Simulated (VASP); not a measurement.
Runs of VASP 6.6.1 on ZnSe (Stilleite). It takes space group F-43m (No. 216, cubic). The conventional cell has a = 5.668 Å, b = 5.668 Å, c = 5.668 Å, α = 90.00°, β = 90.00°, γ = 90.00°. Se (site symmetry -43m) is surrounded by 4 Zn at 2.45 Å. Zn (site symmetry -43m) has 4 Se at 2.45 Å as nearest neighbours. 

```csv
task,level,spin,cell,k mesh,cutoff (eV),smearing,gap on the mesh (eV),pressure (GPa),relaxed volume (Å³/atom)
band structure,RPBE,off,as given,8 × 8 × 8,520,fermi-dirac 0.05 eV,1.45,4.6,-
relaxation of cell and atoms,BLYP,off,relaxed,8 × 8 × 8,600,fermi-dirac 0.05 eV,(a),0.0,25.03
single point,PBE,off,as given,8 × 8 × 8,520,gaussian 0.011 eV,(c),2.3,-
relaxation of cell and atoms,revPBE,off,relaxed,8 × 8 × 8,600,fermi-dirac 0.05 eV,1.15,0.0,24.30
relaxation of cell and atoms,RPBE,off,relaxed,8 × 8 × 8,600,fermi-dirac 0.05 eV,1.16,0.0,(b)
band structure,revPBE,off,as given,8 × 8 × 8,520,fermi-dirac 0.05 eV,1.41,4.0,-
band structure,PW91,off,as given,8 × 8 × 8,520,fermi-dirac 0.05 eV,1.28,2.3,-
band structure,BLYP,off,as given,8 × 8 × 8,520,fermi-dirac 0.05 eV,1.27,-,-
```

Alike in all rows: potentials or basis VASP PAW PBE potentials, release 64 (Se, Zn).

Problem. Fill in the values left out.

Solution. (a) 0.88; (b) 24.55; (c) 1.29.

Caveats: the PAW data sets were made with another functional, which shifts forces and pressure a little (some runs).

A k mesh can miss the band edges, and the runs leave out spin-orbit coupling on Se.
